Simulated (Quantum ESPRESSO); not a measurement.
# Mo (Im-3m) in Quantum ESPRESSO: single point with PBEsol

Aim: the single point of Mo with PBEsol.

Program: Quantum ESPRESSO 7.5. These are calculated values, not measurements. Logs are shortened: lines on timing, memory, paths and dates and some standing lists are left out, and cuts for length are marked.

## Step 1: Starting point

Symmetry: Im-3m, No. 229, cubic system. Conventional cell: a = 3.168 Å, b = 3.168 Å, c = 3.168 Å, α = 90.00°, β = 90.00°, γ = 90.00°. Mo (site symmetry m-3m) is surrounded by 8 Mo at 2.74 Å.

## Step 2: Single point, PBEsol

File run.py:

```python
import numpy as np
from ase.calculators.espresso import Espresso, EspressoProfile
from ase import Atoms

atoms = Atoms(['Mo'],
              cell=[[-1.5838089719, 1.5838089719, 1.5838089719], [1.5838089719, -1.5838089719, 1.5838089719], [1.5838089719, 1.5838089719, -1.5838089719]],
              scaled_positions=[[0.0, 0.0, 0.0]],
              pbc=True)

input_data = {
    'control': {'calculation': 'scf', 'prefix': 'pwscf', 'outdir': './tmp', 'tprnfor': True, 'tstress': True, 'disk_io': 'nowf'},
    'system': {'ecutwfc': 45.0, 'ecutrho': 360.0, 'nbnd': 13, 'occupations': 'smearing', 'smearing': 'fd', 'degauss': 0.00367493},
    'electrons': {'conv_thr': 2e-10, 'electron_maxstep': 120, 'mixing_beta': 0.5},
}
pseudopotentials = {'Mo': 'mo_pbesol_v1.uspp.F.UPF'}
profile = EspressoProfile(command='mpirun -n 2 pw.x -nk 2', pseudo_dir='pseudo')
dft = Espresso(profile=profile, input_data=input_data, pseudopotentials=pseudopotentials, kpts=(12, 12, 12), koffset=(0, 0, 0))
atoms.calc = dft

print(f'energy {atoms.get_potential_energy():.8f} eV')
print('forces (eV/A)')
print(np.round(atoms.get_forces(), 6))
print('stress (eV/A^3, Voigt)')
print(np.round(atoms.get_stress(), 8))
print(f'Fermi level {dft.get_fermi_level():.4f} eV')
```

Potentials or basis: GBRV 1.5 PBEsol.

Command:

```bash
OMP_NUM_THREADS=1 python run.py
```

The log of the run:

```text
energy -1895.81700139 eV
forces (eV/A)
[[0. 0. 0.]]
stress (eV/A^3, Voigt)
[ 0.0649771  0.0649771  0.0649771 -0.        -0.        -0.       ]
Fermi level 20.7826 eV
```

espresso.pwi:

```text
&CONTROL
   calculation      = 'scf'
   tstress          = .true.
   tprnfor          = .true.
   outdir           = './tmp'
   prefix           = 'pwscf'
   disk_io          = 'nowf'
   pseudo_dir       = 'pseudo'
/
&SYSTEM
   nbnd             = 13
   ecutwfc          = 45.0
   ecutrho          = 360.0
   occupations      = 'smearing'
   degauss          = 0.00367493
   smearing         = 'fd'
   ntyp             = 1
   nat              = 1
   ibrav            = 0
/
&ELECTRONS
   electron_maxstep = 120
   conv_thr         = 2e-10
   mixing_beta      = 0.5
/
&IONS
/
&CELL
/
&FCP
/
&RISM
/
ATOMIC_SPECIES
Mo 95.95 mo_pbesol_v1.uspp.F.UPF

K_POINTS automatic
12 12 12  0 0 0

CELL_PARAMETERS angstrom
-1.58380897190000 1.58380897190000 1.58380897190000
1.58380897190000 -1.58380897190000 1.58380897190000
1.58380897190000 1.58380897190000 -1.58380897190000

ATOMIC_POSITIONS angstrom
Mo 0.0000000000 0.0000000000 0.0000000000
```

espresso.pwo:

```text
This program is part of the open-source Quantum ESPRESSO suite
     for quantum simulation of materials; please cite
         "P. Giannozzi et al., J. Phys.:Condens. Matter 21 395502 (2009);
         "P. Giannozzi et al., J. Phys.:Condens. Matter 29 465901 (2017);
         "P. Giannozzi et al., J. Chem. Phys. 152 154105 (2020);
     in publications or presentations arising from this work. More details at

Warning: card &CELL ignored
Warning: card &FCP ignored
Warning: card &RISM ignored

     Message from routine setup:
     using ibrav=0 with symmetry is DISCOURAGED, use correct ibrav instead

     K-points division:     npool     =       2
     Subspace diagonalization in iterative solution of the eigenvalue problem:
     a serial algorithm will be used

     G-vector sticks info
     --------------------
     sticks:   dense  smooth     PW     G-vecs:    dense   smooth      PW
     Sum         727     363    139                12479     4321    1061

     Using Slab Decomposition

     bravais-lattice index     =            0
     lattice parameter (alat)  =       5.1840  a.u.
     unit-cell volume          =     107.2420 (a.u.)^3
     number of atoms/cell      =            1
     number of atomic types    =            1
     number of electrons       =        14.00
     number of Kohn-Sham states=           13
     kinetic-energy cutoff     =      45.0000  Ry
     charge density cutoff     =     360.0000  Ry
     scf convergence threshold =      2.0E-10
     mixing beta               =       0.5000
     number of iterations used =            8  plain     mixing
     Exchange-correlation= SLA  PW   PSX  PSC
                           (   1   4  10   8   0   0   0)

     celldm(1)=   5.183968  celldm(2)=   0.000000  celldm(3)=   0.000000
     celldm(4)=   0.000000  celldm(5)=   0.000000  celldm(6)=   0.000000

     crystal axes: (cart. coord. in units of alat)
               a(1) = (  -0.577350   0.577350   0.577350 )
               a(2) = (   0.577350  -0.577350   0.577350 )
               a(3) = (   0.577350   0.577350  -0.577350 )

     reciprocal axes: (cart. coord. in units 2 pi/alat)
               b(1) = ( -0.000000  0.866025  0.866025 )
               b(2) = (  0.866025 -0.000000  0.866025 )
               b(3) = (  0.866025  0.866025  0.000000 )

     PseudoPot. # 1 for Mo read from file:
     mo_pbesol_v1.uspp.F.UPF
     Pseudo is Ultrasoft + core correction, Zval = 14.0
     Generated by new atomic code, or converted to UPF format
     Using radial grid of  889 points,  6 beta functions with:
                l(1) =   0
                l(2) =   0
                l(3) =   1
                l(4) =   1
                l(5) =   2
                l(6) =   2
     Q(r) pseudized with  6 coefficients,  rinner =    1.000   1.000   1.000
                                                       1.000   1.000

     atomic species   valence    mass     pseudopotential
     Mo               14.00    95.95000     Mo( 1.00)

     48 Sym. Ops., with inversion, found

   Cartesian axes

     site n.     atom                  positions (alat units)
         1        Mo     tau(   1) = (   0.0000000   0.0000000   0.0000000  )

     number of k points=    72  Fermi-Dirac smearing, width (Ry)=  0.0037
                       cart. coord. in units 2pi/alat
        k(    1) = (   0.0000000   0.0000000   0.0000000), wk =   0.0011574
        k(    2) = (   0.0721688   0.0721688   0.0000000), wk =   0.0138889
        k(    3) = (   0.1443376   0.1443376   0.0000000), wk =   0.0138889
        k(    4) = (   0.2165064   0.2165064   0.0000000), wk =   0.0138889
        k(    5) = (   0.2886751   0.2886751   0.0000000), wk =   0.0138889
        k(    6) = (   0.3608439   0.3608439   0.0000000), wk =   0.0138889
[... 64 lines left out ...]
        k(   71) = (  -0.8660254  -0.0721688  -0.0721688), wk =   0.0138889
        k(   72) = (  -0.8660254  -0.8660254  -0.8660254), wk =   0.0011574

     Dense  grid:    12479 G-vectors     FFT dimensions: (  32,  32,  32)

     Smooth grid:     4321 G-vectors     FFT dimensions: (  24,  24,  24)

     Initial potential from superposition of free atoms

     starting charge      13.9990, renormalised to      14.0000
     Starting wfcs are   13 randomized atomic wfcs

     Self-consistent Calculation

     iteration #  1     ecut=    45.00 Ry     beta= 0.50
     Davidson diagonalization with overlap
     ethr =  1.00E-02,  avg # of iterations =  4.0

     Threshold (ethr) on eigenvalues was too large:
     Diagonalizing with lowered threshold

     Davidson diagonalization with overlap
     ethr =  2.92E-04,  avg # of iterations =  1.6

     total energy              =    -139.33307124 Ry
     estimated scf accuracy    <       0.04160155 Ry

     iteration #  2     ecut=    45.00 Ry     beta= 0.50
     Davidson diagonalization with overlap
     ethr =  2.97E-04,  avg # of iterations =  2.0

     negative rho (up, down):  4.960E-06 0.000E+00

     total energy              =    -139.33992754 Ry
     estimated scf accuracy    <       0.00134381 Ry

     iteration #  3     ecut=    45.00 Ry     beta= 0.50
     Davidson diagonalization with overlap
     ethr =  9.60E-06,  avg # of iterations =  2.5

     negative rho (up, down):  8.213E-06 0.000E+00

     total energy              =    -139.33998300 Ry
     estimated scf accuracy    <       0.00024180 Ry

     iteration #  4     ecut=    45.00 Ry     beta= 0.50
     Davidson diagonalization with overlap
     ethr =  1.73E-06,  avg # of iterations =  1.2

     negative rho (up, down):  7.965E-06 0.000E+00

     total energy              =    -139.33998984 Ry
     estimated scf accuracy    <       0.00000234 Ry

     iteration #  5     ecut=    45.00 Ry     beta= 0.50
     Davidson diagonalization with overlap
     ethr =  1.67E-08,  avg # of iterations =  3.0

     negative rho (up, down):  7.498E-06 0.000E+00

     total energy              =    -139.33999168 Ry
     estimated scf accuracy    <       0.00000033 Ry

     iteration #  6     ecut=    45.00 Ry     beta= 0.50
     Davidson diagonalization with overlap
     ethr =  2.36E-09,  avg # of iterations =  2.0

     negative rho (up, down):  7.341E-06 0.000E+00

     total energy              =    -139.33999173 Ry
     estimated scf accuracy    <       0.00000001 Ry

     iteration #  7     ecut=    45.00 Ry     beta= 0.50
     Davidson diagonalization with overlap
     ethr =  9.09E-11,  avg # of iterations =  2.1

     negative rho (up, down):  7.296E-06 0.000E+00

     total energy              =    -139.33999173 Ry
     estimated scf accuracy    <          1.3E-09 Ry

     iteration #  8     ecut=    45.00 Ry     beta= 0.50
     Davidson diagonalization with overlap
     ethr =  9.26E-12,  avg # of iterations =  2.0

     negative rho (up, down):  7.294E-06 0.000E+00

     End of self-consistent calculation

          k = 0.0000 0.0000 0.0000 (   555 PWs)   bands (ev):

   -40.3780 -13.6918 -13.6918 -13.6918  13.6166  19.5079  19.5079  19.5079
    22.4534  22.4534  35.5454  35.5454  35.5454

          k = 0.0722 0.0722 0.0000 (   553 PWs)   bands (ev):

   -40.3616 -13.7874 -13.7214 -13.6924  13.9154  19.3413  19.4760  19.7896
    22.2224  22.4593  35.7573  36.0481  36.1026

          k = 0.1443 0.1443 0.0000 (   563 PWs)   bands (ev):

   -40.3168 -14.0436 -13.8016 -13.6943  14.7073  18.9174  19.3255  20.6083
    21.8986  22.4986  36.0477  37.0848  37.4663

          k = 0.2165 0.2165 0.0000 (   555 PWs)   bands (ev):

   -40.2550 -14.3826 -13.9091 -13.6970  15.5799  18.3986  19.2848  21.8784
    21.9415  22.6114  35.4979  36.7643  39.5894

          k = 0.2887 0.2887 0.0000 (   549 PWs)   bands (ev):

   -40.1924 -14.7107 -14.0148 -13.6996  15.8607  17.9336  20.0917  22.2591
    22.8021  23.4200  34.2128  34.9534  41.3785

          k = 0.3608 0.3608 0.0000 (   541 PWs)   bands (ev):

   -40.1462 -14.9444 -14.0910 -13.7016  15.6965  17.6203  21.4758  22.5487
    23.0031  24.8573  33.0446  33.1156  38.8675

          k =-0.4330-0.4330 0.0000 (   546 PWs)   bands (ev):

   -40.1292 -15.0287 -14.1187 -13.7024  15.5930  17.5105  22.3688  22.4806
    23.0927  25.4995  32.1899  32.6992  37.8600

          k = 0.1443 0.0722 0.0722 (   557 PWs)   bands (ev):

   -40.3311 -13.9636 -13.7540 -13.7157  14.4689  19.1317  19.2447  20.3962
    21.8868  22.5409  36.1636  36.7863  36.9313

          k = 0.2165 0.1443 0.0722 (   554 PWs)   bands (ev):

   -40.2777 -14.2493 -13.8505 -13.7270  15.3700  18.6738  19.0006  21.5088
    21.6992  22.7040  36.2524  37.1003  38.2055

          k = 0.2887 0.2165 0.0722 (   550 PWs)   bands (ev):

   -40.2154 -14.5651 -13.9726 -13.7321  16.0275  18.1785  19.2218  21.8752
    22.8677  23.0622  35.0529  36.0042  40.1170

          k = 0.3608 0.2887 0.0722 (   549 PWs)   bands (ev):

   -40.1610 -14.8302 -14.0783 -13.7358  16.0057  17.8016  20.2744  22.2705
    23.1040  24.6714  33.5936  34.1708  39.1702

          k = 0.4330 0.3608 0.0722 (   542 PWs)   bands (ev):

   -40.1293 -14.9801 -14.1389 -13.7378  15.8253  17.6010  21.2862  22.4181
    23.4569  25.8744  32.2293  33.1754  37.6633

          k = 0.2887 0.1443 0.1443 (   552 PWs)   bands (ev):

   -40.2239 -14.4949 -13.9458 -13.7735  16.2101  18.4064  18.6148  21.6109
    22.8765  23.1281  35.7560  36.5316  38.9270

          k = 0.3608 0.2165 0.1443 (   548 PWs)   bands (ev):

   -40.1695 -14.7142 -14.0863 -13.7949  16.5851  18.0122  19.0356  21.8672
    23.1528  24.8580  34.1691  35.4680  38.6245
[... 243 lines left out ...]
   -40.0423 -14.8253 -14.3719 -14.1713  16.5371  17.5521  20.0836  21.1350
    25.1135  28.1930  31.3163  34.5882  37.8097

          k =-0.7939-0.1443-0.2165 (   541 PWs)   bands (ev):

   -40.0262 -14.7437 -14.4924 -14.2231  16.5733  17.0058  20.2513  22.2310
    24.4388  28.5975  31.7674  33.4286  38.9771

          k =-0.7217-0.1443-0.1443 (   541 PWs)   bands (ev):

   -40.0150 -14.6509 -14.6509 -14.2224  16.6624  16.6624  20.1402  23.6435
    23.6435  31.0263  31.0263  31.0704  40.1421

          k =-0.0000-0.0000 0.5774 (   534 PWs)   bands (ev):

   -40.0474 -14.5725 -14.3781 -14.3781  16.7544  17.0046  21.5286  21.5286
    23.0709  25.7539  35.4792  35.4792  36.9856

          k = 0.0000-0.0722 0.6495 (   538 PWs)   bands (ev):

   -40.0115 -14.6681 -14.4635 -14.4047  16.2935  16.6062  21.8523  22.1460
    24.2013  27.3473  32.9336  33.6004  38.5256

          k =-0.8660-0.1443-0.1443 (   540 PWs)   bands (ev):

   -39.9983 -14.7209 -14.4945 -14.3958  16.1426  16.4371  21.8554  22.3143
    24.9306  29.1723  30.7646  32.7017  39.6157

          k =-0.7939-0.0722-0.1443 (   535 PWs)   bands (ev):

   -39.9880 -14.6669 -14.5778 -14.4213  16.0354  16.1792  22.0012  23.4701
    24.4636  29.1483  31.4261  31.5793  39.9636

          k = 0.0000 0.0000 0.7217 (   534 PWs)   bands (ev):

   -39.9781 -14.6155 -14.5509 -14.5509  15.8208  15.9962  23.4037  23.4037
    24.2608  28.2440  31.7300  31.7300  39.5244

          k =-0.8660-0.0722-0.0722 (   526 PWs)   bands (ev):

   -39.9659 -14.6432 -14.5825 -14.5565  15.6827  15.7395  23.7218  23.9169
    24.8007  29.6108  30.1159  30.7743  40.5521

          k =-0.8660-0.8660-0.8660 (   490 PWs)   bands (ev):

   -39.9538 -14.6142 -14.6142 -14.6142  15.5021  15.5021  24.7540  24.7540
    24.7540  29.7198  29.7198  29.7198  40.0476

     the Fermi energy is    20.7826 ev

!    total energy              =    -139.33999173 Ry
     estimated scf accuracy    <          6.5E-11 Ry
     smearing contrib. (-TS)   =      -0.00018442 Ry
     internal energy E=F+TS    =    -139.33980731 Ry

     The total energy is F=E-TS. E is the sum of the following terms:
     one-electron contribution =     -18.86866253 Ry
     hartree contribution      =      17.88550862 Ry
     xc contribution           =     -19.19560228 Ry
     ewald contribution        =    -119.16105111 Ry

     convergence has been achieved in   8 iterations

     negative rho (up, down):  7.294E-06 0.000E+00

     Forces acting on atoms (cartesian axes, Ry/au):

     atom    1 type  1   force =     0.00000000    0.00000000    0.00000000

     Total force =     0.000000     Total SCF correction =     0.000000

     Computing stress (Cartesian axis) and pressure

     negative rho (up, down):  7.294E-06 0.000E+00
          total   stress  (Ry/bohr**3)                   (kbar)     P=     -104.10
  -0.00070769   0.00000000   0.00000000         -104.10        0.00        0.00
   0.00000000  -0.00070769   0.00000000            0.00     -104.10        0.00
   0.00000000   0.00000000  -0.00070769            0.00        0.00     -104.10

=------------------------------------------------------------------------------=
   JOB DONE.
=------------------------------------------------------------------------------=
```

Run time: 5.8 s. Hardware: 2 MPI ranks of Intel Xeon Platinum 8375C at 2.90GHz (Ice Lake), shared host; peak memory 0.16 GiB.

Results:

| Item | Value |
| --- | --- |
| Free energy | -1895.8172 eV |
| Pressure | -10.4 GPa |
| Band gap on the k mesh | none (metal or under the smearing width) |

Levels at points of the mesh, in eV from the Fermi level:
| k point | band 4 | band 5 | band 6 | band 7 | band 8 | band 9 | band 10 | band 11 |
| --- | --- | --- | --- | --- | --- | --- | --- | --- |
| (0.00, 0.00, 0.00) | -34.47 | -7.17 | -1.27 | -1.27 | -1.27 | 1.67 | 1.67 | 14.76 |
| (0.00, 0.00, -0.50) | -34.49 | -5.19 | -3.27 | 1.59 | 1.70 | 2.31 | 4.72 | 11.41 |
| (-0.50, -0.50, -0.50) | -35.40 | -5.28 | -5.28 | 3.97 | 3.97 | 3.97 | 8.94 | 8.94 |
